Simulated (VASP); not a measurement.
Data:

```yaml
crystal:
  lattice:
    - [0.00000, 3.08421, 3.08421]
    - [3.08421, 0.00000, 3.08421]
    - [3.08421, 3.08421, 0.00000]
  atoms:
    - { symbol: Al, position: [0.00000, 0.00000, 0.00000] }
    - { symbol: Sb, position: [0.25000, 0.25000, 0.25000] }
```

Method: PBEsol GGA with spin-orbit coupling, VASP's PBE PAW potentials (set 64) (plane waves; VASP). Run with 400 eV cut-off, 7×7×7 Γ-centred mesh, Gaussian smearing of 0.050 eV, potentials Al Sb.

Give the energies of bands 3 to 15 at the high-symmetry points, in eV from the valence-band maximum.

| band | Γ | X | U | L | W |
|---|---|---|---|---|---|
| 3 | -0.65 | -5.69 | -5.55 | -5.61 | -5.53 |
| 4 | -0.65 | -5.69 | -5.42 | -5.61 | -5.38 |
| 5 | 0.00 | -2.53 | -3.58 | -1.30 | -3.44 |
| 6 | 0.00 | -2.53 | -3.36 | -1.30 | -3.12 |
| 7 | 0.00 | -2.25 | -2.04 | -0.93 | -2.94 |
| 8 | 0.00 | -2.25 | -2.02 | -0.93 | -2.89 |
| 9 | 1.24 | 0.93 | 1.40 | 1.05 | 3.60 |
| 10 | 1.24 | 0.93 | 1.41 | 1.05 | 3.65 |
| 11 | 2.85 | 1.17 | 3.72 | 3.46 | 4.09 |
| 12 | 2.85 | 1.17 | 3.84 | 3.46 | 4.28 |
| 13 | 2.90 | 8.26 | 6.43 | 3.50 | 4.28 |
| 14 | 2.90 | 8.26 | 6.48 | 3.50 | 4.30 |
| 15 | 2.90 | 8.57 | 6.63 | 6.19 | 4.51 |

The gap is indirect, 0.92 eV, from the valence maximum at Γ to the conduction minimum at (0.43, 0.43, 0.00).

Measured: gap 1.73 eV (computed value off by -0.81 eV), as given by Anna Miglio et al., npj Computational Materials (2020), arXiv:2011.12765 [zero-point renormalisation of 35 meV (experimental, the table's column) added back].

The compound is AlSb in the zinc blende structure. It was relaxed first.
